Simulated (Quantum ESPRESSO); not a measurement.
# Ir (Fm-3m) in Quantum ESPRESSO: equation of state, part 2 of 2

Quantum ESPRESSO 7.5. The steps go on from the part before.

## 6. Single point, PBE, 14.34 Å³/atom

pw.in reads:

```
&CONTROL
  calculation = 'scf'
  prefix = 'pwscf'
  outdir = './tmp'
  pseudo_dir = './pseudo'
  tprnfor = .true.
  tstress = .true.
  disk_io = 'nowf'
/
&SYSTEM
  ibrav = 0
  nat = 1
  ntyp = 1
  ecutwfc = 55
  ecutrho = 440
  nbnd = 13
  occupations = 'smearing'
  smearing = 'fd'
  degauss = 0.00367493
/
&ELECTRONS
  conv_thr = 2d-10
  electron_maxstep = 120
  mixing_beta = 0.5
/
ATOMIC_SPECIES
Ir   192.2170 Ir_pbe_v1.2.uspp.F.UPF
CELL_PARAMETERS angstrom
   0.0000000000    1.9282864624    1.9282864624
   1.9282864624    0.0000000000    1.9282864624
   1.9282864624    1.9282864624    0.0000000000
ATOMIC_POSITIONS crystal
Ir     0.0000000000    0.0000000000    0.0000000000
K_POINTS automatic
12 12 12 0 0 0
```

Potentials or basis: SSSP 1.3 efficiency PBE.

The run is started by

```bash
OMP_NUM_THREADS=1 pw.x -in pw.in > pw.out
```

pw.out:

```text
This program is part of the open-source Quantum ESPRESSO suite
     for quantum simulation of materials; please cite
[... 6 lines left out ...]
     using ibrav=0 with symmetry is DISCOURAGED, use correct ibrav instead

     Subspace diagonalization in iterative solution of the eigenvalue problem:
     a serial algorithm will be used

     G-vector sticks info
     --------------------
     sticks:   dense  smooth     PW     G-vecs:    dense   smooth      PW
     Sum         805     397    127                15065     5209     965

     Using Slab Decomposition

     bravais-lattice index     =            0
     lattice parameter (alat)  =       5.1533  a.u.
     unit-cell volume          =      96.7701 (a.u.)^3
     number of atoms/cell      =            1
     number of atomic types    =            1
     number of electrons       =        15.00
     number of Kohn-Sham states=           13
     kinetic-energy cutoff     =      55.0000  Ry
     charge density cutoff     =     440.0000  Ry
     scf convergence threshold =      2.0E-10
     mixing beta               =       0.5000
     number of iterations used =            8  plain     mixing
     Exchange-correlation= SLA  PW   PBE  PBE
                           (   1   4   3   4   0   0   0)

     celldm(1)=   5.153300  celldm(2)=   0.000000  celldm(3)=   0.000000
     celldm(4)=   0.000000  celldm(5)=   0.000000  celldm(6)=   0.000000

     crystal axes: (cart. coord. in units of alat)
               a(1) = (   0.000000   0.707107   0.707107 )
               a(2) = (   0.707107   0.000000   0.707107 )
               a(3) = (   0.707107   0.707107   0.000000 )

     reciprocal axes: (cart. coord. in units 2 pi/alat)
               b(1) = ( -0.707107  0.707107  0.707107 )
               b(2) = (  0.707107 -0.707107  0.707107 )
               b(3) = (  0.707107  0.707107 -0.707107 )

     PseudoPot. # 1 for Ir read from file:
     Ir_pbe_v1.2.uspp.F.UPF
     Pseudo is Ultrasoft + core correction, Zval = 15.0
     Generated by new atomic code, or converted to UPF format
     Using radial grid of  983 points,  7 beta functions with:
                l(1) =   0
                l(2) =   0
                l(3) =   1
                l(4) =   1
                l(5) =   1
                l(6) =   2
                l(7) =   2
     Q(r) pseudized with  8 coefficients,  rinner =    1.400   1.400   1.400
                                                       1.400   1.400

     atomic species   valence    mass     pseudopotential
     Ir               15.00   192.21700     Ir( 1.00)

     48 Sym. Ops., with inversion, found

   Cartesian axes

     site n.     atom                  positions (alat units)
         1        Ir     tau(   1) = (   0.0000000   0.0000000   0.0000000  )

     number of k points=    72  Fermi-Dirac smearing, width (Ry)=  0.0037
                       cart. coord. in units 2pi/alat
        k(    1) = (   0.0000000   0.0000000   0.0000000), wk =   0.0011574
        k(    2) = (   0.0589256   0.0589256  -0.0589256), wk =   0.0092593
        k(    3) = (   0.1178511   0.1178511  -0.1178511), wk =   0.0092593
        k(    4) = (   0.1767767   0.1767767  -0.1767767), wk =   0.0092593
        k(    5) = (   0.2357023   0.2357023  -0.2357023), wk =   0.0092593
        k(    6) = (   0.2946278   0.2946278  -0.2946278), wk =   0.0092593
[... 64 lines left out ...]
        k(   71) = (  -0.7071068   0.2357023   0.0000000), wk =   0.0138889
        k(   72) = (  -0.7071068   0.3535534   0.0000000), wk =   0.0069444

     Dense  grid:    15065 G-vectors     FFT dimensions: (  36,  36,  36)

     Smooth grid:     5209 G-vectors     FFT dimensions: (  25,  25,  25)

     Initial potential from superposition of free atoms

     starting charge      14.5000, renormalised to      15.0000

     negative rho (up, down):  3.758E-01 0.000E+00
     Starting wfcs are   12 randomized atomic wfcs +    1 random wfcs

     Self-consistent Calculation

     iteration #  1     ecut=    55.00 Ry     beta= 0.50
     Davidson diagonalization with overlap
     ethr =  1.00E-02,  avg # of iterations =  4.3

     negative rho (up, down):  3.285E-01 0.000E+00
[... 58 lines left out ...]
     iteration #  8     ecut=    55.00 Ry     beta= 0.50
     Davidson diagonalization with overlap
     ethr =  4.75E-12,  avg # of iterations =  2.0

     negative rho (up, down):  3.178E-01 0.000E+00

     End of self-consistent calculation

          k = 0.0000 0.0000 0.0000 (   645 PWs)   bands (ev):

   -24.8103 -24.8103 -24.8103  13.6030  20.6975  20.6975  20.6975  23.3218
    23.3218  35.1164  38.1919  43.6386  43.6386
[... 123 lines left out ...]
   -25.3139 -25.0228 -24.8844  17.3146  19.7535  20.5843  21.7240  22.8813
    25.9320  35.1125  36.9758  40.7610  42.3162

          k = 0.0000-0.2357 0.2357 (   662 PWs)   bands (ev):

   -25.1858 -24.9618 -24.8555  16.3550  19.6262  21.0082  21.8818  22.2207
    24.7122  35.1148  38.8730  41.6210  44.0428

          k = 0.3536 0.0000 0.0000 (   649 PWs)   bands (ev):
[... 26 lines left out ...]
   -25.3934 -25.1894 -24.9546  18.3579  19.5891  20.3907  22.1990  24.0576
    28.4841  34.1003  35.1228  37.6703  42.1554

          k = 0.0000-0.3536 0.3536 (   670 PWs)   bands (ev):

   -25.3527 -25.1315 -24.9174  18.3047  19.6390  20.0402  22.1131  23.1478
    27.3287  35.1065  36.0063  38.7712  41.9037

          k = 0.4714 0.0000 0.0000 (   664 PWs)   bands (ev):
[... 31 lines left out ...]
   -25.4966 -25.1068 -25.0785  16.9517  17.5025  24.1455  24.9481  25.7680
    27.5809  34.4068  35.1306  36.7178  36.7463

          k = 0.0000-0.5893 0.5893 (   674 PWs)   bands (ev):

   -25.4650 -25.1726 -25.0632  17.2611  17.9269  22.9139  24.4043  25.5418
    30.0011  32.3734  35.1153  36.2833  37.8637

          k =-0.7071 0.0000 0.0000 (   652 PWs)   bands (ev):

   -25.5205 -25.0898 -25.0898  16.7570  17.3155  25.3349  25.9331  25.9331
    26.2489  34.8667  35.1951  35.9986  35.9986

          k = 0.2357 0.1179-0.0000 (   663 PWs)   bands (ev):
[... 51 lines left out ...]
   -25.3792 -25.1066 -24.9360  18.1575  19.7756  19.8225  22.2188  23.7356
    27.3192  35.0790  35.3383  39.2909  41.3560

          k = 0.0000-0.2357 0.3536 (   660 PWs)   bands (ev):

   -25.2974 -25.0418 -24.9030  17.5615  19.2830  20.3730  22.4429  22.7270
    25.9645  35.1133  37.5953  40.6013  42.1932

          k = 0.4714 0.1179 0.0000 (   663 PWs)   bands (ev):
[... 36 lines left out ...]
   -25.3893 -25.2525 -25.0488  17.8860  18.7120  21.3238  23.4085  25.3380
    31.1332  32.2698  35.1078  35.6585  39.0653

          k =-0.7071 0.1179 0.0000 (   666 PWs)   bands (ev):

   -25.4925 -25.1195 -25.0917  17.0653  17.5924  23.6497  24.7892  25.9342
    28.6924  33.7853  35.1269  35.8043  36.9886

          k =-0.2357-0.4714 0.7071 (   670 PWs)   bands (ev):
[... 21 lines left out ...]
   -25.3668 -25.2523 -25.0729  18.3041  19.0327  20.4357  23.0169  25.6173
    31.4331  32.6509  35.1095  35.5244  38.2623

          k = 0.0000-0.3536 0.5893 (   676 PWs)   bands (ev):

   -25.3357 -25.2846 -25.0518  18.6139  19.4582  19.7558  22.8568  25.3020
    30.4832  34.4368  34.6500  35.1338  39.0668

          k =-0.7071 0.2357 0.0000 (   674 PWs)   bands (ev):

   -25.4152 -25.1997 -25.0954  17.8389  18.4100  21.5026  23.5215  25.9368
    31.2542  32.8829  35.0478  35.1231  37.5667

          k =-0.7071 0.3536 0.0000 (   684 PWs)   bands (ev):

   -25.3082 -25.3082 -25.0973  18.3751  19.7319  19.7319  22.7354  25.9379
    32.6193  33.4901  33.4901  35.1224  37.6750

     the Fermi energy is    24.5218 ev

!    total energy              =    -181.78259009 Ry
     estimated scf accuracy    <          3.6E-11 Ry
     smearing contrib. (-TS)   =      -0.00035463 Ry
     internal energy E=F+TS    =    -181.78223545 Ry

     The total energy is F=E-TS. E is the sum of the following terms:
     one-electron contribution =      -7.63237069 Ry
     hartree contribution      =      17.81804317 Ry
     xc contribution           =     -50.41839527 Ry
     ewald contribution        =    -141.54951267 Ry

     convergence has been achieved in   8 iterations

     negative rho (up, down):  3.178E-01 0.000E+00

     Forces acting on atoms (cartesian axes, Ry/au):

     atom    1 type  1   force =     0.00000000    0.00000000    0.00000000

     Total force =     0.000000     Total SCF correction =     0.000000

     Computing stress (Cartesian axis) and pressure

     negative rho (up, down):  3.178E-01 0.000E+00
          total   stress  (Ry/bohr**3)                   (kbar)     P=       27.00
   0.00018354   0.00000000  -0.00000000           27.00        0.00       -0.00
   0.00000000   0.00018354   0.00000000            0.00       27.00        0.00
  -0.00000000   0.00000000   0.00018354           -0.00        0.00       27.00

=------------------------------------------------------------------------------=
   JOB DONE.
=------------------------------------------------------------------------------=
```

Run time: 13 s. Hardware: 1 thread of Intel Xeon Platinum 8375C at 2.90GHz (Ice Lake), shared host; peak memory 0.12 GiB.

Results:

```
Free energy            : -2473.2781 eV
Pressure               : 2.7 GPa
Band gap on the k mesh : none (metal or under the smearing width)
```

## 7. Single point, PBE, 14.62 Å³/atom

Changes to pw.in since step 6:

```diff
@@ -28,5 +28,5 @@
 CELL_PARAMETERS angstrom
-   0.0000000000    1.9282864624    1.9282864624
-   1.9282864624    0.0000000000    1.9282864624
-   1.9282864624    1.9282864624    0.0000000000
+   0.0000000000    1.9408081540    1.9408081540
+   1.9408081540    0.0000000000    1.9408081540
+   1.9408081540    1.9408081540    0.0000000000
 ATOMIC_POSITIONS crystal
```

The run is started by

```bash
OMP_NUM_THREADS=1 pw.x -in pw.in > pw.out
```

Run time: 12 s. Hardware: 1 thread of Intel Xeon Platinum 8375C at 2.90GHz (Ice Lake), shared host; peak memory 0.12 GiB.

Results (log left out):

```
Free energy            : -2473.2785 eV
Pressure               : -4.1 GPa
Band gap on the k mesh : none (metal or under the smearing width)
```

## 8. Single point, PBE, 14.90 Å³/atom

Changes to pw.in since step 7:

```diff
@@ -28,5 +28,5 @@
 CELL_PARAMETERS angstrom
-   0.0000000000    1.9408081540    1.9408081540
-   1.9408081540    0.0000000000    1.9408081540
-   1.9408081540    1.9408081540    0.0000000000
+   0.0000000000    1.9531703226    1.9531703226
+   1.9531703226    0.0000000000    1.9531703226
+   1.9531703226    1.9531703226    0.0000000000
 ATOMIC_POSITIONS crystal
```

The run is started by

```bash
OMP_NUM_THREADS=1 pw.x -in pw.in > pw.out
```

Run time: 15 s. Hardware: 1 thread of Intel Xeon Platinum 8375C at 2.90GHz (Ice Lake), shared host; peak memory 0.12 GiB.

It converged, with:

```yaml
Free_energy: -2473.2676 eV
Pressure: -10.1 GPa
Band_gap_on_the_k_mesh: none (metal or under the smearing width)
```

## 9. Equation of state, PBE

Potentials or basis: SSSP 1.3 efficiency PBE.

No new run: the results of the series are fitted here.

What came out:

* Equilibrium volume: 14.49 Å³/atom
* Bulk modulus: 348 GPa
* Pressure derivative of the bulk modulus: 5.1

Energy against volume, from the lowest point:
| volume (Å³/atom) | energy (meV/atom) |
| --- | --- |
| 13.215 | 144.77 |
| 13.496 | 83.56 |
| 13.778 | 40.47 |
| 14.059 | 13.21 |
| 14.340 | 0.38 |
| 14.621 | 0.00 |
| 14.902 | 10.93 |

Spin-orbit coupling is left out, which matters for the levels of Ir. PBE usually gives volumes a little too large and moduli too small.
